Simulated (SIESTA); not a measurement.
ZrB2 under changes of volume

One of the cells (10.249 Å³/atom); the others are scaled copies at fixed shape and fractional positions:

```xyz
3
Lattice="3.1700 0.0000 0.0000 -1.5850 2.7453 0.0000 0.0000 0.0000 3.5330" Properties=species:S:1:pos:R:3 pbc="T T T"
Zr    0.0000    0.0000    0.0000
B     1.5850    0.9151    1.7665
B     0.0000    1.8302    1.7665
```

- Program: SIESTA 5.4.2
- Functional: LDA
- Potentials or basis: PseudoDojo 0.4 standard (PBE files, fully relativistic)
- Basis: DZP (energy shift 0.005 Ry)
- Grid cutoff: 800 Ry
- Energy shift: 0.005 Ry
- k mesh: 8 × 8 × 6
- Occupations: fermi-dirac, width 0.05 eV
- Spin: non-collinear spin, ferromagnetic start, spin-orbit coupling
- Starting moments: [[0.354, 0.354, 0.0], [0.0, 0.0, 0.0], [0.0, 0.0, 0.0]] μB

| volume (Å³/atom) | energy over the lowest point (meV/atom) | pressure (GPa) |
| --- | --- | --- |
| 9.634 | ? | ? |
| 9.839 | 3.02 | 5.2 |
| 10.044 | 0.00 | -0.3 |
| 10.249 | 3.58 | -5.1 |
| 10.454 | 13.01 | -9.5 |
| 10.659 | 27.84 | -13.6 |

Problem. What does the run at 9.634 Å³/atom give?

Solution. Energy over the lowest point 13.44 meV/atom; pressure 11.2 GPa.

Worked out: A Birch-Murnaghan fit of order 3 (a polynomial in V^(-2/3)) to the other rows has its minimum at 10.03 Å³/atom with B0 = V·E''(V) = 252 GPa and B' = 4.0 at fixed shape and positions, which overstates the stiffness. It gives 13.28 meV/atom at 9.634 Å³/atom, against the run's 13.44, and -dE/dV = 11.1 GPa, against 11.2.

Energies are extrapolated to zero smearing.

Caveats: semicore shells carry a single zeta, which can move pressures by several GPa and volumes by a few percent; the potentials were made for another functional, which shifts forces and pressure; the basis of atomic orbitals isn't converged, which shifts pressures, moduli and gaps.
